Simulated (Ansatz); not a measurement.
# ZnF2, space group P4_2/mnm: a scan of the Hubbard U

Program: Ansatz's Python interface.

The cells in order, each with its output:

```python
import warnings

import ansatz as az
import numpy as np
from tabulate import tabulate
```

```python
OCCUPATIONS = "fixed"
MESH = (4, 4, 5)
```

```python
def count_gap(report):
    # lowest empty less highest filled band, counting bands; zero where they overlap
    return max(report.get("gap_by_band_count_ev") or 0.0, 0.0)
```

```python
warnings.simplefilter("ignore", az.DeckWarning)
```

```python
vectors = np.array([
    [4.7048, 0.0, 0.0],
    [0.0, 4.7048, 0.0],
    [0.0, 0.0, 3.1338],
])
crystal = (
    az.Lattice.of(vectors)
    .atom("Zn", (0.0, 0.0, 0.0))
    .atom("Zn", (0.5, 0.5, 0.5))
    .atom("F", (0.3024, 0.3024, 0.0))
    .atom("F", (0.1976, 0.8024, 0.5))
    .atom("F", (0.6976, 0.6976, 0.0))
    .atom("F", (0.8024, 0.1976, 0.5))
)
```

```python
calculation = (
    crystal.calculation()
    .occupations(OCCUPATIONS)  # no smearing
    .kpoints(mesh=MESH, center="gamma")  # sampling of the Brillouin zone
    .basis(38 * az.Ry)
    .band_table()
)
rows = []
for u in [0.0, 2.0, 4.0, 6.0]:
    summary = calculation.hubbard("Zn", "d", u_eff=u).run().report
    shell = summary["hubbard"]["n_scf"]
    rows.append((u, count_gap(summary), sum(shell) / len(shell), summary["n_iterations"]))
print(tabulate(rows, headers=["U_eff eV", "gap by band count eV", "Zn d occupation (projector)", "iterations"], floatfmt=".4f", tablefmt="pipe"))
```

    |   U_eff eV |   gap by band count eV |   Zn d occupation (projector) |   iterations |
    |-----------:|-----------------------:|------------------------------:|-------------:|
    |     0.0000 |                 3.5565 |                        9.9899 |            9 |
    |     2.0000 |                 3.9611 |                        9.9911 |            9 |
    |     4.0000 |                 4.2593 |                        9.9920 |            9 |
    |     6.0000 |                 4.4475 |                        9.9928 |            9 |

From U = 0 to 6 eV the gap on the mesh goes from 3.56 eV to 4.45 eV.

Along an axis with an odd division the mesh misses the point at one half; a gap read on a finite mesh is an upper bound on this functional's gap. Semilocal gaps usually lie well under measured ones. Under fixed occupations the level called the Fermi level is the highest filled one on the SCF mesh; off the mesh a filled band can lie a little above it. No functional is typed, so the default, PBE, holds. The starting cell is as deposited in a crystallographic database; the results hold for this polymorph, which needn't be the stable one. Gaps and levels are Kohn-Sham values on a finite set of k-points. Shell occupations and the effect of U depend on the projectors; a run with no .spin step is spin-unpolarised, and each U may end in a state that isn't the lowest. Finished in 12 s on 1 thread of Arm Neoverse V2, on a shared host, peak memory 0.42 GiB.

(Lines on the test bed's own set-up are left out of the output.)
